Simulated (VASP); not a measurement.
Wanted: the native input for a VASP 6.6.1 run.

```
Task                   : relaxation of cell and atoms
Functional             : PW91
Potentials or basis    : VASP PAW PBE potentials, release 64 (C)
Cutoff                 : 600 eV
k mesh                 : 10 × 10 × 10
Occupations            : fermi-dirac, width 0.05 eV
Spin                   : no spin polarisation
Further INCAR settings : ALGO = Normal; EDIFF = 1e-06; IBRION = 2; EDIFFG = -0.01; NSW = 60; ISIF = 3
```

The structure of C lies in POSCAR:

```
C
1.0
    2.6197200000      0.0000000000      0.0000000000
    0.0000000000      2.6197200000      0.0000000000
    0.0000000000      0.0000000000      2.6197200000
C
3
Direct
    0.0000000000      0.5000000000      0.5000000000
    0.5000000000      0.0000000000      0.5000000000
    0.5000000000      0.5000000000      0.0000000000
```

The cell was built by a generator and needn't be a form met in nature.

These files were run (other wordings do the same):

INCAR

```
  PREC = Accurate
  ENCUT = 600
  EDIFF = 1E-6
  ISMEAR = -1
  SIGMA = 0.05
  LREAL = False
  LASPH = True
  NELM = 80
  ALGO = Normal
  ISIF = 3
  LWAVE = False
  LCHARG = False
  GGA = 91
  IBRION = 2
  NSW = 60
  EDIFFG = -0.01
```

KPOINTS

```
regular mesh
0
Gamma
  10 10 10
```

Potentials or basis: VASP PAW PBE potentials, release 64 (C).

Run with:

```bash
$ cat potpaw_PBE.64/C/POTCAR > POTCAR
$ mpirun -np 1 vasp_std > vasp.out
```

It gave:

```json
{
  "Relaxed volume": "6.16 Å³/atom",
  "Relaxed cell": "a = 2.644 Å, b = 2.644 Å, c = 2.644 Å, α = 90.00°, β = 90.00°, γ = 90.00°",
  "Space group after relaxing (to 0.05 Å)": "Pm-3m (No. 221)",
  "Energy gained by relaxing": "2.7 meV/atom",
  "Ionic steps": "2",
  "Pressure after relaxing": "0.1 GPa",
  "Band gap on the k mesh": "none (metal or under the smearing width)"
}
```

Caveat: the PAW data sets were made with another functional, which shifts forces and pressure a little.

Run time: 11 s on 1 thread of Intel(R) Xeon(R) Platinum 8259CL CPU @ 2.50GHz (Skylake/Cascade Lake), with other jobs on the host, peak memory 0.13 GiB.
